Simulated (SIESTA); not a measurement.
Crystal: Ru.

```xyz
2
Lattice="2.7058 0.0000 0.0000 -1.3529 2.3433 0.0000 0.0000 0.0000 4.2819" Properties=species:S:1:pos:R:3 pbc="T T T"
Ru    1.3529    0.7811    3.2114
Ru    0.0000    1.5622    1.0705
```

Base run:

```yaml
Program: SIESTA 5.4.2
Functional: PBE
Potentials_or_basis: PseudoDojo 0.4 standard (PBE files)
Basis: DZDP (energy shift 0.003 Ry; two zetas on semicore shells)
Grid_cutoff: 800 Ry
Energy_shift: 0.003 Ry
k_mesh: 11 × 11 × 6
Occupations: fermi-dirac, width 0.05 eV
Spin: no spin polarisation
```

Its results: band gap on the k mesh none (metal or under the smearing width); pressure 8.5 GPa.

**Question.** After a change of settings the same cell gave: band gap on the k mesh none (metal or under the smearing width); pressure 7.4 GPa. Which change was it?
A. basis from DZDP (energy shift 0.003 Ry; two zetas on semicore shells) to TZP (energy shift 0.003 Ry; two zetas on semicore shells)
B. basis from DZDP (energy shift 0.003 Ry; two zetas on semicore shells) to SZP (energy shift 0.003 Ry)
C. basis from DZDP (energy shift 0.003 Ry; two zetas on semicore shells) to SZ (energy shift 0.003 Ry)
D. basis from DZDP (energy shift 0.003 Ry; two zetas on semicore shells) to DZ (energy shift 0.003 Ry; two zetas on semicore shells)

**Answer.** A.

Caveats: the basis of atomic orbitals isn't converged, which shifts pressures, moduli and gaps.
